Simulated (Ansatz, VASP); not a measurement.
**AlN in VASP and in Ansatz**

The input INCAR:

```
PREC = Accurate ; ENCUT = 520
EDIFF = 1E-6 ; ISMEAR = 0
SIGMA = 0.05 ; LREAL = F
LASPH = T ; NELM = 60
ALGO = Normal ; ISIF = 2
LWAVE = F ; LCHARG = F
GGA = CA ; NBANDS = 16
```

The input KPOINTS:

```
regular mesh
0
Gamma
  9 9 6
```

File POSCAR:

```
AlN
1.0
    3.0886152929      0.0000000000      0.0000000000
   -1.5443076465      2.6748193062      0.0000000000
    0.0000000000      0.0000000000      4.9435842906
Al N
2 2
Direct
    0.3147813304      0.6666666667      0.0015210182
    0.6852186696      0.3333333333      0.5015210182
    0.3498904753      0.6666666667      0.3834789818
    0.6501095247      0.3333333333      0.8834789818
```

Input for Ansatz:

```yaml
crystal:
  lattice:
    - [3.0886152929, 0.0, 0.0]
    - [-1.5443076465, 2.6748193062, 0.0]
    - [0.0, 0.0, 4.9435842906]
  atoms:
    - { symbol: Al, position: [0.3147813304, 0.6666666667, 0.0015210182] }
    - { symbol: Al, position: [0.6852186696, 0.3333333333, 0.5015210182] }
    - { symbol: "N", position: [0.3498904753, 0.6666666667, 0.3834789818] }
    - { symbol: "N", position: [0.6501095247, 0.3333333333, 0.8834789818] }
basis:
  ecutwfc: 520.0
kpoints:
  mp_grid: { grid: [9, 9, 6] }
hamiltonian:
  xc: lda
  pseudopotentials: { kind: paw, azcp: { folder: soft_1 } }
scf:
  occupations: { method: gaussian, width: 0.05 }
output:
  forces: true
  stress: true
  eigenvalues: true
  write_density: true
  write_potential: true
  elf: true
  volumetric_format: npy
```

Change from the starting cell: mode 4 frozen in at -0.057 Å, equal normal strain along x, y and z +0.0000.

Alike in both runs: task single point; functional LDA; k mesh 9 × 9 × 6; occupations gaussian, width 0.05 eV; no spin polarisation.

|  | VASP | Ansatz |
| --- | --- | --- |
| version | VASP 6.6.1 | Ansatz 0.2.0 |
| potentials or method | VASP PAW LDA potentials, release 64 (Al, N) | scalar-relativistic, plane waves, PAW |
| plane-wave cutoff (eV) | 520 | 520 |
| valence electrons in the cell | 16 | 16 |

VASP gave:

* gap on the k mesh at the Fermi level (eV): 4.38
* least direct gap on the mesh (eV): 4.38
* pressure (GPa): 0.5
* largest component of the traceless stress (GPa): 0.20
* rms of the force components (eV/Å): 0.147

Q: What did Ansatz give for the same quantities?

A: gap on the k mesh at the Fermi level (eV): 4.38; least direct gap on the mesh (eV): 4.38; pressure (GPa): -0.1; largest component of the traceless stress (GPa): 0.21; rms of the force components (eV/Å): 0.148.

Atom by atom the forces differ by 0.001 eV/Å (rms over components). Ansatz warned: «pseudo_functional_mismatch».

Caveats: an odd mesh through Γ misses points on the zone boundary, where band edges often lie.
